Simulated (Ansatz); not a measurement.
# SrO (P6_3/mmc) in Ansatz: settings compared, part 2 of 2

Ansatz 0.2.0. The steps go on from the part before.

**3. Single point, LDA, 15.98 Å³/atom (volume scaled by 0.94)**

Input file input.yaml:

```yaml
crystal:
  lattice:
    - [3.4807516534, 0.0, 0.0]
    - [-1.7403758267, 3.0144193562, 0.0]
    - [0.0, 0.0, 6.0903846125]
  atoms:
    - { symbol: Sr, position: [0.6666666667, 0.3333333333, 0.75] }
    - { symbol: Sr, position: [0.3333333333, 0.6666666667, 0.25] }
    - { symbol: O, position: [0.0, 0.0, 0.5] }
    - { symbol: O, position: [0.0, 0.0, 0.0] }
hamiltonian:
  xc: lda
  pseudopotentials: { kind: paw }
kpoints:
  mp_grid: { grid: [9, 9, 5] }
scf:
  occupations: { method: fermi_dirac, width: 0.05 }
output:
  forces: true
  stress: true
  eigenvalues: true
```

Potentials or basis: Ansatz PAW.

Started as:

```sh
> ansatz run input.yaml --threads 2 --pin off --max-ram 5632MiB --backend cpu --events-out ev --progress --plain --runs-dir out
```

The log of the run:

```text
Warning: RAYON_NUM_THREADS=2 ignored (pool sized by the plan → 2); use --threads N
Engine: ansatz 0.2.0, x86_64-unknown-linux-gnu
Pseudopotentials: kind: paw
Pseudopotential: Sr, paw, valence charge 10, recommended cutoff 420 eV (normal), Sr.paw.azcp
Pseudopotential: O, paw, valence charge 6, recommended cutoff 420 eV (normal), O.paw.azcp
Functional definition: SPW92
  exchange = slater_x
  correlation = pw_c
Crystal: 4 atoms, lattice volume = 63.903 Å³
Basis set: ecut = 420 eV, 1275 PW (Γ)
Bands: 20, of which v1, the nominal top of the filled ones, is band 16 counted from 1 (15 counted from 0)
Symmetry: 24 space group operations
Space group: P63/mmc (ITA 194), of the structure as read, at distance tolerance 4.0e-5 Å
k-points: 36 of 405
Non-local potential: Sr, projectors of the file, l = 0: 3, l = 1: 2, l = 2: 2
Non-local potential: O, projectors of the file, l = 0: 2, l = 1: 2, l = 2: 1
PAW form: soft (Blöchl's): semilocal exchange-correlation on the pseudo side does not see the compensation charge
PAW frozen core: Sr, regenerated for the run's functional, and the local potential with it (the file was generated under x = pbe(κ = 0.804, μ = 0.2195149727645171), c = pbe(β = 0.06672455060314922))
PAW frozen core: O, regenerated for the run's functional, and the local potential with it (the file was generated under x = pbe(κ = 0.804, μ = 0.2195149727645171), c = pbe(β = 0.06672455060314922))
PAW one-centre angular grid: Sr, 110 points (default); XC on 64 Gauss nodes
PAW one-centre angular grid: O, 110 points (default); XC on 64 Gauss nodes
Initial density: superposition of atomic densities (neutral atoms: chi_scale 0, normalization atom), corrected by the library's trained network
Initial wavefunctions: pseudopotential atomic-orbital guess
[... 14 lines left out ...]
E sigma→0 (E₀):  -8005.353860 eV
Fermi energy:    10.275144 eV
--- Per-component energies (eV) ---
  E_band       = -98.496170
  E_kinetic    = 846.618815
  E_local      = -1681.324662  (includes V_loc(G=0)·N_el)
  E_nonlocal   = 512.394290
  E_hartree    = 449.971817
  E_xc         = -493.086782
  E_vxc        = -516.515752  (∫ρ·V_xc dr)
  E_paw        = -5487.884537  (= ΣΔE_a)
  E_vpaw       = -159.622000  (= ΣTr[D̂ρ^β])
  E_aug_tail   = 0.004920  (compensation charges beyond the density's cutoff)
  E_ewald      = -2152.829836
  E_core_change = 0.782114  (= ΣΔE_core)
  E_smearing   = -0.000000  (= −TS)
  E_closure    = 0.000000  (closes the sum)
  Σ components = -8005.353860   (vs F -8005.353860, Δ=0.00e0)
--- Forces (eV/Å), atoms counted from 1 ---
  atom   1  Sr     0.00000000     0.00000000     0.00000000
  atom   2  Sr     0.00000000    -0.00000000     0.00000000
  atom   3  O      0.00000000    -0.00000000     0.00000000
  atom   4  O      0.00000000     0.00000000    -0.00000000
  max |Σ_I F_I| component: 4.63e-18 eV/Å
--- Stress (GPa, compression-positive) ---
       -0.244447       0.000000       0.000000
       -0.000000      -0.244447       0.000000
        0.000000       0.000000      -0.251005
  P = ⅓ Tr σ = -0.2466 GPa (-2.466 kbar)
--- Band table (eV; the first three rows and the last of 36) ---
  k-point 0: bands = ["-23.7342", "-23.5863", "-8.2876", "-6.5366", "-5.3396", "-5.3393", "-5.3393", "-5.2779", "-5.2779", "-3.6815", "5.8660", "7.6844", "7.6844", "7.9272", "7.9272", "8.8137", "12.0369", "13.8248", "13.9079", "15.0860"]
  k-point 1: bands = ["-23.7204", "-23.6007", "-8.1738", "-6.8406", "-5.3334", "-5.3334", "-5.2837", "-5.2837", "-5.0504", "-3.7931", "6.0765", "7.6968", "7.6968", "7.8927", "7.8927", "8.3822", "12.4303", "13.8458", "14.0983", "15.2886"]
  k-point 2: bands = ["-23.6839", "-23.6382", "-7.8504", "-7.3717", "-5.3179", "-5.3179", "-5.2989", "-5.2989", "-4.5527", "-4.1034", "6.6640", "7.5087", "7.7394", "7.7394", "7.8136", "7.8136", "13.2541", "13.7870", "14.5460", "15.4929"]
  k-point 35: bands = ["-23.4900", "-23.4900", "-7.8098", "-7.3855", "-6.2746", "-6.2746", "-5.4929", "-5.4929", "-4.8730", "-4.3668", "6.5026", "6.5026", "7.4868", "7.7566", "8.1349", "8.1349", "13.8211", "13.8211", "15.7809", "15.7809"]
```

Wall time 1.9 s (2 threads of Intel Xeon at 2.70GHz, shared host); peak memory 0.35 GiB.

What came out:

```yaml
Free_energy: -8005.3539 eV
Pressure: -0.2 GPa
Band_gap_on_the_k_mesh: 2.97 eV, indirect (least direct gap 3.22 eV)
```

Caveat: odd divisions of the mesh miss points on the zone boundary, where band edges often lie, so the gap on the mesh can be too wide; the pressure holds a Pulay correction of +0.5 GPa for the finite cutoff; the PAW data sets come from PBE, with cores solved anew for the run's functional, which leaves a small shift of forces and pressure.

**4. Single point, LDA, 16.32 Å³/atom (volume scaled by 0.96)**

input.yaml: that of step 3 with these lines changed.

```diff
@@ -2,5 +2,5 @@
   lattice:
-    - [3.4807516534, 0.0, 0.0]
-    - [-1.7403758267, 3.0144193562, 0.0]
-    - [0.0, 0.0, 6.0903846125]
+    - [3.5052647967, 0.0, 0.0]
+    - [-1.7526323983, 3.0356483609, 0.0]
+    - [0.0, 0.0, 6.1332760581]
   atoms:
```

Started as:

```sh
> ansatz run input.yaml --threads 2 --pin off --max-ram 5632MiB --backend cpu --events-out ev --progress --plain --runs-dir out
```

It took 2 s on 2 threads of Intel Xeon at 2.70GHz, shared host; peak memory 0.35 GiB.

Results (log left out):

- Free energy: -8005.3433 eV
- Pressure: -2.2 GPa
- Band gap on the k mesh: 2.97 eV, indirect (least direct gap 3.10 eV)

Caveat: odd divisions of the mesh miss points on the zone boundary, where band edges often lie, so the gap on the mesh can be too wide; the pressure holds a Pulay correction of +0.5 GPa for the finite cutoff; the PAW data sets come from PBE, with cores solved anew for the run's functional, which leaves a small shift of forces and pressure.

**5. Single point, LDA, 16.66 Å³/atom (volume scaled by 0.98)**

input.yaml: that of step 4 with these lines changed.

```diff
@@ -2,5 +2,5 @@
   lattice:
-    - [3.5052647967, 0.0, 0.0]
-    - [-1.7526323983, 3.0356483609, 0.0]
-    - [0.0, 0.0, 6.1332760581]
+    - [3.5294398006, 0.0, 0.0]
+    - [-1.7647199003, 3.0565845284, 0.0]
+    - [0.0, 0.0, 6.1755758504]
   atoms:
```

Started as:

```sh
> ansatz run input.yaml --threads 2 --pin off --max-ram 5632MiB --backend cpu --events-out ev --progress --plain --runs-dir out
```

Run time: 1.7 s. Hardware: 2 threads of Intel Xeon at 2.70GHz, shared host; peak memory 0.35 GiB.

It converged, with:

```
Free energy            : -8005.3162 eV
Pressure               : -4.0 GPa
Band gap on the k mesh : 2.97 eV, indirect (least direct gap 2.98 eV)
```

Caveat: odd divisions of the mesh miss points on the zone boundary, where band edges often lie, so the gap on the mesh can be too wide; the pressure holds a Pulay correction of +0.5 GPa for the finite cutoff; the PAW data sets come from PBE, with cores solved anew for the run's functional, which leaves a small shift of forces and pressure.

**6. Single point, LDA, 17.00 Å³/atom**

input.yaml: that of step 5 with these lines changed.

```diff
@@ -2,5 +2,5 @@
   lattice:
-    - [3.5294398006, 0.0, 0.0]
-    - [-1.7647199003, 3.0565845284, 0.0]
-    - [0.0, 0.0, 6.1755758504]
+    - [3.5532880902, 0.0, 0.0]
+    - [-1.7766440451, 3.0772377531, 0.0]
+    - [0.0, 0.0, 6.21730398]
   atoms:
```

Potentials or basis: Ansatz PAW.

Started as:

```sh
> ansatz run input.yaml --threads 2 --pin off --max-ram 5632MiB --backend cpu --events-out ev --progress --plain --runs-dir out
```

It took 2.1 s on 2 threads of Intel Xeon at 2.70GHz, shared host; peak memory 0.35 GiB.

The run converged. Its results:

```
Free energy            : -8005.2754 eV
Pressure               : -5.6 GPa
Band gap on the k mesh : 2.87 eV, direct
```

Caveat: odd divisions of the mesh miss points on the zone boundary, where band edges often lie, so the gap on the mesh can be too wide; the pressure holds a Pulay correction of +0.5 GPa for the finite cutoff; the PAW data sets come from PBE, with cores solved anew for the run's functional, which leaves a small shift of forces and pressure.

**7. Single point, LDA, 17.34 Å³/atom (volume scaled by 1.02)**

input.yaml: that of step 6 with these lines changed.

```diff
@@ -2,5 +2,5 @@
   lattice:
-    - [3.5532880902, 0.0, 0.0]
-    - [-1.7766440451, 3.0772377531, 0.0]
-    - [0.0, 0.0, 6.21730398]
+    - [3.5768204852, 0.0, 0.0]
+    - [-1.7884102426, 3.097617405, 0.0]
+    - [0.0, 0.0, 6.2584793785]
   atoms:
@@ -21 +21,5 @@
   eigenvalues: true
+  write_density: true
+  write_potential: true
+  elf: true
+  volumetric_format: npy
```

Started as:

```sh
> ansatz run input.yaml --threads 2 --pin off --max-ram 5632MiB --backend cpu --events-out ev --progress --plain --runs-dir out
```

It took 2.8 s on 2 threads of Intel Xeon at 2.70GHz, shared host; peak memory 0.36 GiB.

The run converged. Its results:

* Free energy: -8005.2214 eV
* Pressure: -7.0 GPa
* Band gap on the k mesh: 2.76 eV, direct

Caveat: odd divisions of the mesh miss points on the zone boundary, where band edges often lie, so the gap on the mesh can be too wide; the pressure holds a Pulay correction of +0.5 GPa for the finite cutoff; the PAW data sets come from PBE, with cores solved anew for the run's functional, which leaves a small shift of forces and pressure.

**8. Single point, LDA, 17.68 Å³/atom (volume scaled by 1.04)**

input.yaml: that of step 7 with these lines changed.

```diff
@@ -2,5 +2,5 @@
   lattice:
-    - [3.5768204852, 0.0, 0.0]
-    - [-1.7884102426, 3.097617405, 0.0]
-    - [0.0, 0.0, 6.2584793785]
+    - [3.6000472431, 0.0, 0.0]
+    - [-1.8000236215, 3.1177323673, 0.0]
+    - [0.0, 0.0, 6.2991199937]
   atoms:
@@ -21,5 +21 @@
   eigenvalues: true
-  write_density: true
-  write_potential: true
-  elf: true
-  volumetric_format: npy
```

Started as:

```sh
> ansatz run input.yaml --threads 2 --pin off --max-ram 5632MiB --backend cpu --events-out ev --progress --plain --runs-dir out
```

Run time: 2.1 s. Hardware: 2 threads of Intel Xeon at 2.70GHz, shared host; peak memory 0.35 GiB.

Results (log left out):

| Property | Result |
| --- | --- |
| Free energy | -8005.1562 eV |
| Pressure | -8.3 GPa |
| Band gap on the k mesh | 2.65 eV, direct |

Caveat: odd divisions of the mesh miss points on the zone boundary, where band edges often lie, so the gap on the mesh can be too wide; the pressure holds a Pulay correction of +0.5 GPa for the finite cutoff; the PAW data sets come from PBE, with cores solved anew for the run's functional, which leaves a small shift of forces and pressure.

**9. Single point, LDA, 18.02 Å³/atom (volume scaled by 1.06)**

input.yaml: that of step 8 with these lines changed.

```diff
@@ -2,5 +2,5 @@
   lattice:
-    - [3.6000472431, 0.0, 0.0]
-    - [-1.8000236215, 3.1177323673, 0.0]
-    - [0.0, 0.0, 6.2991199937]
+    - [3.6229780985, 0.0, 0.0]
+    - [-1.8114890493, 3.1375910707, 0.0]
+    - [0.0, 0.0, 6.3392428589]
   atoms:
```

Potentials or basis: Ansatz PAW.

Started as:

```sh
> ansatz run input.yaml --threads 2 --pin off --max-ram 5632MiB --backend cpu --events-out ev --progress --plain --runs-dir out
```

Run time: 2.2 s. Hardware: 2 threads of Intel Xeon at 2.70GHz, shared host; peak memory 0.35 GiB.

It converged, with:

```yaml
Free_energy: -8005.0807 eV
Pressure: -9.4 GPa
Band_gap_on_the_k_mesh: 2.55 eV, direct
```

Caveat: odd divisions of the mesh miss points on the zone boundary, where band edges often lie, so the gap on the mesh can be too wide; the pressure holds a Pulay correction of +0.5 GPa for the finite cutoff; the PAW data sets come from PBE, with cores solved anew for the run's functional, which leaves a small shift of forces and pressure.

**10. Equation of state, LDA**

Potentials or basis: Ansatz PAW.

No new run: the results of the series are fitted here.

What came out:

```
Equilibrium volume                        : 15.94 Å³/atom (rough: see the caveat)
Bulk modulus at fixed shape and positions : 100 GPa (rough)
```

Energy against volume, from the lowest point:
```tsv
volume (Å³/atom)	energy (meV/atom)
15.976	0.00
16.316	2.65
16.656	9.41
16.995	19.63
17.335	33.13
17.675	49.41
18.015	68.28
```

Caveat: the minimum lies outside the volumes run; the cell was scaled at fixed shape and fractional positions, which overstates the stiffness of a crystal with free parameters, most of all of layers and chains.
